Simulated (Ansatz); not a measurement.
## A decomposition energy, worked out: Al4P

Computed with Ansatz, DFT PBE, scalar-relativistic, plane waves, PAW. All cells share a 420 eV cutoff and Γ-centred k meshes spaced at most about 0.3 Å⁻¹ (about 0.25 or finer for metals, 2π included). No spin polarisation.

The zero of energy is the elements' standard structures at the same level; no fitted shifts are applied. The references include black phosphorus.

Temperature and zero-point effects are left out. The reference form of P is held partly by dispersion forces, which this level lacks.

A trial structure of Al4P (reached from: BaIn4 type (I4/mmm); relaxed: space group I4/mmm (No. 139), a = 3.584 Å, c = 14.084 Å) has a formation energy of 0.276 eV/atom. At its composition the lowest mixture among the elements and 1 reference phase computed alike (others may be missing) consists of these:

| phase | source | ΔE_f (eV/atom) |
| --- | --- | --- |
| Al (solid) | element | 0.000 |
| AlP (F-43m) | Materials Project | -0.633 |

Question: Write the balanced decomposition and find its energy per atom, per formula unit and per mole of formula units.

Answer: Balancing Al and P gives Al4P → 3 Al + AlP. The left side holds 5 atoms, and the products take 3/5 (Al) and 2/5 (AlP) of them. The mixture therefore lies at 3/5 × (0.000) + 2/5 × (-0.633) = -0.253 eV/atom. The reaction energy is -0.253 − (0.276) = -0.529 eV/atom. Times 5 atoms that is -2.645 eV per Al4P, and times 96.485 it is -255 kJ per mole of Al4P. Decomposition is downhill, so the trial structure is unstable against this mixture.
